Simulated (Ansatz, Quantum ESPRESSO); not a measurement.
# 2H-WS2, 2 layers, AA' stacking: the dipole at a withheld member of a series

Method. Quantum ESPRESSO 7.5, PBE, GBRV ultrasoft. Cell and atoms are relaxed without a field with a D3(BJ) correction and then held. Sawtooth field with dipole correction, 17 Å of vacuum in the starting cell, Fermi-Dirac smearing of 0.002 Ry; bands along a path at each field. The series steps the field along the normal.

| field along the normal | dipole (e Å) |
| --- | --- |
| 0 V/Å | 0.0000 |
| 0.05 V/Å | 0.0246 |
| 0.1 V/Å | 0.0492 |
| 0.3 V/Å | 0.1473 |
| 0.4 V/Å | 0.1965 |

One more run was made and is withheld. What is the dipole at 0.2 V/Å?

**Worked estimate.** The rows at 0.1 V/Å and 0.3 V/Å give a slope of (0.1473 − (0.0492))/(0.3 − (0.1)) = 0.4905, so a straight line gives 0.0983 e Å. A parabola through these and the row at 0.05 V/Å gives 0.0983 e Å.

What the calculation gave: 0.0983 e Å. The line misses by 0.0000 and the parabola by 0.0000 e Å. Both misses are under 5 % of the step from the nearer row.

**Limits.** Ions are held; semilocal gaps are too small; in strong fields empty levels can belong to the vacuum; one stacking. Members without a usable value, or on the other side of zero field or charge, are not listed.
